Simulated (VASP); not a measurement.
Here is a VASP 6.6.1 calculation.

INCAR

```
ALGO = Fast ; EDIFF = 1E-6
ENCUT = 520 ; GGA = PE
ISIF = 2 ; ISMEAR = 0
LASPH = True ; LCHARG = False
LREAL = False ; LWAVE = False
NBANDS = 11 ; NELM = 100
PREC = Accurate ; SIGMA = 0.15
```

Contents of KPOINTS:

```
k-points
0
Gamma
  18 18 18
```

The input POSCAR:

```
Hf
1.0
   -1.8591500000      1.8591500000      1.8050000000
    1.8591500000     -1.8591500000      1.8050000000
    1.8591500000      1.8591500000     -1.8050000000
Hf
1
Direct
    0.0000000000      0.0000000000      0.0000000000
```

Potentials or basis: VASP PAW PBE potentials, release 64 (Hf_pv).

Run with:

```console
$ cat potpaw_PBE.64/Hf_pv/POTCAR > POTCAR
$ mpirun -np 1 vasp_std > vasp.out
```

(1) Predict the pressure.

(2) Estimate the band gap on the k mesh.

## Answers

(1) -9.6 GPa.

(2) none (metal or under the smearing width).
